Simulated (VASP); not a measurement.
SrO, 2 atoms in the cell. Symmetry: Fm-3m, No. 225, cubic system. The conventional cell has a = 5.116 Å, b = 5.116 Å, c = 5.116 Å, α = 90.00°, β = 90.00°, γ = 90.00°. Around Sr (site symmetry m-3m) lie 6 O at 2.56 Å. O (site symmetry m-3m) has 6 Sr at 2.56 Å as nearest neighbours.  The cell isn't the ideal one: a relaxed cell with its volume scaled by 0.96.

```yaml
Program: VASP 6.6.1
Task: relaxation of the atoms
Functional: PBE
Potentials_or_basis: VASP PAW PBE potentials, release 64 (Sr_sv, O_s)
Cutoff: 300 eV
k_mesh: 5 × 5 × 5
Occupations: gaussian, width 0.03 eV
Spin: no spin polarisation
Further_INCAR_settings: ALGO = Normal; EDIFF = 1e-07; IBRION = 2; EDIFFG = -0.01; NSW = 40
```

Potentials or basis: VASP PAW PBE potentials, release 64 (Sr_sv, O_s).

Command:

```console
$ cat potpaw_PBE.64/Sr_sv/POTCAR potpaw_PBE.64/O_s/POTCAR > POTCAR
$ mpirun -np 1 vasp_std > vasp.out
```

Hardware: 1 thread of Intel(R) Xeon(R) 6975P-C (Granite Rapids), on a shared host.

Problem. How long does it take, and how much memory?

Solution. Run time: 2.3 s on 1 thread of Intel(R) Xeon(R) 6975P-C (Granite Rapids), on a shared host, peak memory 0.11 GiB. Counts: scf iterations 15, k points 10, ion steps 1.
